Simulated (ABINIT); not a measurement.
# Ag (P6_3/mmc) in ABINIT: phonons with LDA

Aim: the phonons of Ag with LDA.

Program: ABINIT 10.8.3 (patched build). These are calculated values, not measurements. Logs are shortened: lines on timing, memory, paths and dates and some standing lists are left out, and cuts for length are marked. The log counts tension as positive stress, the text compression.

### Step 1. Starting point

Symmetry: P6_3/mmc, No. 194, hexagonal system. Conventional cell: a = 2.930 Å, b = 2.930 Å, c = 4.790 Å, α = 90.00°, β = 90.00°, γ = 120.00°. Ag (site symmetry -6m2) has 12 Ag at 2.93 Å as nearest neighbours.

This isn't the form of Ag at room conditions, which is fcc.

### Step 2. Phonons, LDA

Contents of run.abi:

```
# Datasets
ndtset 2

# Pseudopotentials
pp_dirpath "./"
pseudos "Ag.upf"

# Structure
acell 3*1.0
rprim
     5.5368975452     0.0000000000     0.0000000000
    -2.7684487726     4.7950939323     0.0000000000
     0.0000000000     0.0000000000     9.0517881370
ntypat 1
znucl 47
natom 2
typat 1 1
xred
            2/3            1/3            3/4
            1/3            2/3            1/4

# Plane-wave basis
ecut 40.0

# k points
ngkpt 12 12 8
nshiftk 1
shiftk 0.0 0.0 0.0

# Exchange and correlation
ixc 7

# Bands and occupations
nband 27
occopt 4
tsmear 0.2 eV

# SCF cycle
nstep 80

# Output
prteig 0
prtebands 0
prtwf 0
prtden 0
prtpot 0

# Dataset 1: ground state
kptopt1 1
tolvrs1 1.0e-15
prtwf1 1
tolwfr1 1.0e-14
nbdbuf1 4
nline1 6

# Dataset 2: response at q = 0 to atomic displacements
rfphon2 1
rfatpol2 1 2
rfdir2 1 1 1
getwfk2 1
kptopt2 2
nqpt2 1
qpt2 0.0 0.0 0.0
tolvrs2 1.0e-8
```

Contents of mrgddb.in:

```
merged_DDB
Ag
2
runo_DS1_DDB
runo_DS2_DDB
```

Contents of anaddb.abi:

```
ddb_filepath "merged_DDB"
output_file "anaddb.abo"
outdata_prefix "ana"
asr 2
chneut 0
dipdip 0
dieflag 0
enunit 0
eivec 1
nph1l 1
qph1l 0.0 0.0 0.0 1.0
```

Potentials or basis: PseudoDojo NC SR LDA v0.4.1 standard.

On the command line:

```
$ mpirun --bind-to none -np 4 abinit run.abi > log 2>&1
$ mrgddb < mrgddb.in > mrgddb.log 2>&1
$ anaddb anaddb.abi > anaddb.log 2>&1
```

run.abo:

```text
.Version 10.8.3 of ABINIT
 DATASET    1 : space group P6_3/m m c (#194); Bravais hP (primitive hexag.)
================================================================================
 Values of the parameters that define the memory need for DATASET  1.
     intxc =       0    ionmov =       0      iscf =       7    lmnmax =       6
     lnmax =       6     mgfft =      54  mpssoang =       3    mqgrid =    3001
     natom =       2  nloc_mem =       1    nspden =       1   nspinor =       1
    nsppol =       1      nsym =      24    n1xccc =    2501    ntypat =       1
    occopt =       4   xclevel =       1
       mpw =        2934          nfft =       55296          nkpt =          95
================================================================================
================================================================================

 DATASET    2 : space group P6_3/m m c (#194); Bravais hP (primitive hexag.)
================================================================================
 Values of the parameters that define the memory need for DATASET  2 (RF).
     intxc =       0      iscf =       7    lmnmax =       6     lnmax =       6
     mgfft =      54  mpssoang =       3    mqgrid =    3001     natom =       2
  nloc_mem =       1    nspden =       1   nspinor =       1    nsppol =       1
      nsym =      24    n1xccc =    2501    ntypat =       1    occopt =       4
   xclevel =       1
      nfft =       55296          nkpt =         580
================================================================================
================================================================================

--------------------------------------------------------------------------------
------------- Echo of variables that govern the present computation ------------
--------------------------------------------------------------------------------
 -outvars: echo values of preprocessed input variables --------
            acell      1.0000000000E+00  1.0000000000E+00  1.0000000000E+00 Bohr
              amu      1.07868200E+02
             ecut      4.00000000E+01 Hartree
           getwfk1          0
           getwfk2          1
                       outvar_i_n : Printing only first  50 k-points.
              ixc           7
           jdtset        1    2
                       outvar_i_n : Printing only first  50 k-points.
           kptopt1          1
           kptopt2          2
         kptrlatt       12    0    0      0   12    0      0    0    8
          kptrlen      6.64427705E+01
            natom           2
            nband1         27
            nband2         27
           nbdbuf1          4
           nbdbuf2          2
           ndtset           2
            ngfft          32      32      54
             nkpt1         95
             nkpt2        580
            nline1          6
            nline2          4
             nqpt1          0
             nqpt2          1
            nstep          80
             nsym          24
           ntypat           1
                       prtocc : prtvol=0, do not print more k-points.
                       prtocc : prtvol=0, do not print more k-points.
           occopt           4
        optdriver1          0
        optdriver2          1
           prtden           0
        prtebands           0
           prteig           0
            prtwf1          1
            prtwf2          0
           rfphon1          0
           rfphon2          1
            rprim      5.5368975452E+00  0.0000000000E+00  0.0000000000E+00
                      -2.7684487726E+00  4.7950939323E+00  0.0000000000E+00
                       0.0000000000E+00  0.0000000000E+00  9.0517881370E+00
          spgroup         194
           tolvrs1     1.00000000E-15
           tolvrs2     1.00000000E-08
           tolwfr1     1.00000000E-14
           tolwfr2     0.00000000E+00
           tsmear      7.34986444E-03 Hartree
            typat      1  1
                       outvars : Printing only first  50 k-points.
           xangst      1.4649999990E+00  8.4581814380E-01  3.5924999976E+00
                      -2.1686356400E-16  1.6916362876E+00  1.1974999992E+00
            xcart      2.7684487726E+00  1.5983646441E+00  6.7888411028E+00
                      -4.0981274264E-16  3.1967292882E+00  2.2629470343E+00
             xred      6.6666666667E-01  3.3333333333E-01  7.5000000000E-01
                       3.3333333333E-01  6.6666666667E-01  2.5000000000E-01
            znucl       47.00000

[... 209 lines left out ...]
 So, its SCF calculation is not needed.
[... 9 lines left out ...]
 The perturbation idir=   3  ipert=   2 is
 symmetric of a previously calculated perturbation.
 So, its SCF calculation is not needed.

--------------------------------------------------------------------------------
 Perturbation wavevector (in red.coord.)   0.000000  0.000000  0.000000
 Perturbation : displacement of atom   1   along direction   1
 Found     2 symmetries that leave the perturbation invariant.
 symkpt : the number of k-points, thanks to the symmetries,
 is reduced to   370 .

--------------------------------------------------------------------------------

--------------------------------------------------------------------------------

 dfpt_looppert : total number of electrons, from k and k+q
  fully or partially occupied states are    3.800000E+01 and    3.800000E+01.
 Initialisation of the first-order wave-functions :
  ireadwf=   0

--- !BeginCycle
iteration_state: {dtset: 2, }
solver: {iscf: 7, nstep: 80, nline: 4, wfoptalg: 0, }
tolerances: {tolvrs: 1.00E-08, }
...

     iter   2DEtotal(Ha)        deltaE(Ha) residm    vres2
-ETOT  1   1.7062586213341     -6.528E+03 2.796E+01 4.944E+02
 ETOT  2  0.23333305570657     -1.473E+00 8.810E-01 3.275E+01
 ETOT  3  0.21538172109547     -1.795E-02 8.746E-02 1.952E-01
 ETOT  4  0.21526838255966     -1.133E-04 4.212E-01 1.398E-03
 ETOT  5  0.21526768567935     -6.969E-07 5.961E-02 5.429E-04
 ETOT  6  0.21526751985664     -1.658E-07 2.772E-01 1.461E-04
 ETOT  7  0.21526746767893     -5.218E-08 3.921E-02 1.797E-06
 ETOT  8  0.21526746706684     -6.121E-10 1.799E-01 4.494E-07
 ETOT  9  0.21526746687130     -1.955E-10 2.567E-02 1.440E-09

 At SCF step    9       vres2   =  1.44E-09 < tolvrs=  1.00E-08 =>converged.
================================================================================

 ----iterations are completed or convergence reached----

 Mean square residual over all n,k,spin=   36.494E-07; max=  25.673E-03

 2DEtotal=    0.2152674669E+00 Ha. Also 2DEtotal=    0.585772618720E+01 eV
    (2DErelax=   -6.5289931672E+03 Ha. 2DEnonrelax=    6.5292084347E+03 Ha)
    (  non-var. 2DEtotal :    2.1527503263E-01 Ha)

--------------------------------------------------------------------------------
 Perturbation wavevector (in red.coord.)   0.000000  0.000000  0.000000
 Perturbation : displacement of atom   1   along direction   3
 Found     6 symmetries that leave the perturbation invariant.
 symkpt : the number of k-points, thanks to the symmetries,
 is reduced to   131 .

--------------------------------------------------------------------------------

--------------------------------------------------------------------------------

 dfpt_looppert : total number of electrons, from k and k+q
  fully or partially occupied states are    3.800000E+01 and    3.800000E+01.
 Initialisation of the first-order wave-functions :
  ireadwf=   0

--- !BeginCycle
iteration_state: {dtset: 2, }
solver: {iscf: 7, nstep: 80, nline: 4, wfoptalg: 0, }
tolerances: {tolvrs: 1.00E-08, }
...

     iter   2DEtotal(Ha)        deltaE(Ha) residm    vres2
-ETOT  1   6.6234386641752     -1.878E+04 9.935E+00 6.685E+02
 ETOT  2   3.2227372037394     -3.401E+00 3.372E-02 4.598E+02
 ETOT  3   3.1324152193972     -9.032E-02 5.319E-03 1.512E+01
 ETOT  4   3.1298331092419     -2.582E-03 1.146E-02 1.592E-01
 ETOT  5   3.1298123842550     -2.072E-05 4.588E-03 9.482E-03
 ETOT  6   3.1298103369461     -2.047E-06 8.527E-03 4.622E-04
 ETOT  7   3.1298100953188     -2.416E-07 3.760E-03 2.734E-05
 ETOT  8   3.1298100840993     -1.122E-08 5.608E-03 3.831E-06
 ETOT  9   3.1298100832298     -8.695E-10 3.138E-03 3.550E-07
 ETOT 10   3.1298100835099      2.801E-10 4.708E-03 6.189E-09

 At SCF step   10       vres2   =  6.19E-09 < tolvrs=  1.00E-08 =>converged.
================================================================================

 ----iterations are completed or convergence reached----

 Mean square residual over all n,k,spin=   23.541E-07; max=  47.080E-04

 2DEtotal=    0.3129810084E+01 Ha. Also 2DEtotal=    0.851664710590E+02 eV
    (2DErelax=   -1.8784484418E+04 Ha. 2DEnonrelax=    1.8787614228E+04 Ha)
    (  non-var. 2DEtotal :    3.1298247506E+00 Ha)

================================================================================

 ---- first-order wavefunction calculations are completed ----

 ==> Compute Derivative Database <==

  Dynamical matrix, in cartesian coordinates,
   if specified in the inputs, asr has been imposed
     j1       j2             matrix element
  dir pert dir pert     real part    imaginary part

   1    1   1    1         0.0070555322        -0.0000000000
   1    1   1    2        -0.0070555322         0.0000000000

   2    1   2    1         0.0070555323        -0.0000000000
   2    1   2    2        -0.0070555323         0.0000000000
[... 10 lines left out ...]
   3    2   3    1        -0.0382495528        -0.0000000000
   3    2   3    2         0.0382495528         0.0000000000

  Phonon wavevector (reduced coordinates) :  0.00000  0.00000  0.00000
 Phonon energies in Hartree :
   0.000000E+00  0.000000E+00  0.000000E+00  2.678879E-04  2.678879E-04
   6.237369E-04
 Phonon frequencies in cm-1    :
   0.000000E+00  0.000000E+00  0.000000E+00  5.879460E+01  5.879460E+01
   1.368944E+02

== END DATASET(S) ==============================================================
================================================================================

 -outvars: echo values of variables after computation  --------
            acell      1.0000000000E+00  1.0000000000E+00  1.0000000000E+00 Bohr
           etotal1    -3.0996834185E+02
           etotal2     3.1298100835E+00
            fcart1    -0.0000000000E+00 -0.0000000000E+00  5.8099820962E-32
                      -0.0000000000E+00 -0.0000000000E+00 -5.8099820962E-32
            fcart2     0.0000000000E+00  0.0000000000E+00  0.0000000000E+00
                       0.0000000000E+00  0.0000000000E+00  0.0000000000E+00
            rprim      5.5368975452E+00  0.0000000000E+00  0.0000000000E+00
                      -2.7684487726E+00  4.7950939323E+00  0.0000000000E+00
                       0.0000000000E+00  0.0000000000E+00  9.0517881370E+00
           strten1     3.6566482190E-04  3.6566482182E-04  3.7977120749E-04
                       0.0000000000E+00  0.0000000000E+00  0.0000000000E+00
           strten2     0.0000000000E+00  0.0000000000E+00  0.0000000000E+00
                       0.0000000000E+00  0.0000000000E+00  0.0000000000E+00
           xangst      1.4649999990E+00  8.4581814380E-01  3.5924999976E+00
                      -2.1686356400E-16  1.6916362876E+00  1.1974999992E+00
             xred      6.6666666667E-01  3.3333333333E-01  7.5000000000E-01
                       3.3333333333E-01  6.6666666667E-01  2.5000000000E-01
 Calculation completed.
```

Wall time 4.3 min (4 MPI ranks of Intel Xeon Platinum 8488C (Sapphire Rapids), shared host); peak memory 1.6 GiB.

Results:

* Free energy: -8434.6683 eV
* Pressure: -10.9 GPa
* Band gap on the k mesh: none (metal or under the smearing width)
* Highest phonon frequency at Γ: 137 cm⁻¹

Stress tensor (GPa, compression positive):
```
-10.76   0.00   0.00
  0.00 -10.76   0.00
  0.00   0.00 -11.17
```

Phonon frequencies in cm⁻¹ (negative: imaginary):
| q point | frequencies |
| --- | --- |
| (0.000, 0.000, 0.000) | 0 0 0 59 59 137 |

Caveat: the cell is more than 3 GPa from zero pressure, which shifts response properties.
